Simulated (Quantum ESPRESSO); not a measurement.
Wanted: the native input for a Quantum ESPRESSO 7.5 run.

- Task: single point
- Functional: PBEsol
- Potentials or basis: GBRV 1.5 PBEsol
- Cutoff: 762 eV
- Density cutoff: 6095 eV
- k mesh: 10 × 10 × 2
- Occupations: fermi-dirac, width 0.05 eV
- Spin: no spin polarisation
- Mixing beta: 0.5
- Most SCF iterations: 120
- SCF threshold: 6e-10 Ry

WS2, a slab with vacuum:

```
CELL_PARAMETERS angstrom
3.18352 0.00000 0.00000
-1.59176 2.75701 0.00000
0.00000 0.00000 16.95058
ATOMIC_POSITIONS crystal
W 0.00000 0.00000 0.00000
S 0.33333 0.66667 0.09200
S 0.33333 0.66667 0.90800
```

One way to write it, as run:

pw.in

```
&CONTROL
  calculation = 'scf'
  prefix = 'pwscf'
  outdir = './tmp'
  pseudo_dir = './pseudo'
  tprnfor = .true.
  tstress = .true.
  disk_io = 'low'
/
&SYSTEM
  ibrav = 0
  celldm(1) = 8
  nat = 3
  ntyp = 2
  ecutwfc = 56
  ecutrho = 448
  nbnd = 20
  occupations = 'smearing'
  smearing = 'fd'
  degauss = 0.00367493
/
&ELECTRONS
  conv_thr = 6d-10
  electron_maxstep = 120
  mixing_beta = 0.5
/
ATOMIC_SPECIES
W    183.8400 w_pbesol_v1.2.uspp.F.UPF
S     32.0600 s_pbesol_v1.4.uspp.F.UPF
CELL_PARAMETERS alat
  0.7519967530744   0.0000000000000   0.0000000000000
 -0.3759983765372   0.6512482917101   0.0000000000000
  0.0000000000000   0.0000000000000   4.0039937332796
ATOMIC_POSITIONS crystal
W      0.0000000000    0.0000000000    0.0000000000
S      0.3333333333    0.6666666667    0.0920005100
S      0.3333333333    0.6666666667    0.9079994900
K_POINTS automatic
10 10 2 0 0 0
```

pp_density.in

```
&INPUTPP
  prefix = 'pwscf'
  outdir = './tmp'
  filplot = 'density.dat'
  plot_num = 0
/
&PLOT
  nfile = 1
  filepp(1) = 'density.dat'
  iflag = 3
  output_format = 6
  fileout = 'density.cube'
/
```

pp_potential.in

```
&INPUTPP
  prefix = 'pwscf'
  outdir = './tmp'
  filplot = 'potential.dat'
  plot_num = 11
/
&PLOT
  nfile = 1
  filepp(1) = 'potential.dat'
  iflag = 3
  output_format = 6
  fileout = 'potential.cube'
/
```

Potentials or basis: GBRV 1.5 PBEsol.

Run with:

```bash
$ OMP_NUM_THREADS=1 mpirun -n 2 pw.x -nk 2 -in pw.in > pw.out
$ OMP_NUM_THREADS=1 mpirun -n 1 pp.x -in pp_density.in > pp_density.out
$ OMP_NUM_THREADS=1 mpirun -n 1 pp.x -in pp_potential.in > pp_potential.out
```

Results of the run:

| Quantity | Value |
| --- | --- |
| Largest force | 0.097 eV/Å |
| Band gap on the k mesh | 1.98 eV, indirect (least direct gap 2.15 eV) |

Caveat: spin-orbit coupling is left out, which moves the levels of the heavy elements.

Run time: 2.4 min on 2 MPI ranks on Intel(R) Xeon(R) Processor @ 2.70GHz, with other jobs on the host, peak memory 1.3 GiB a rank.
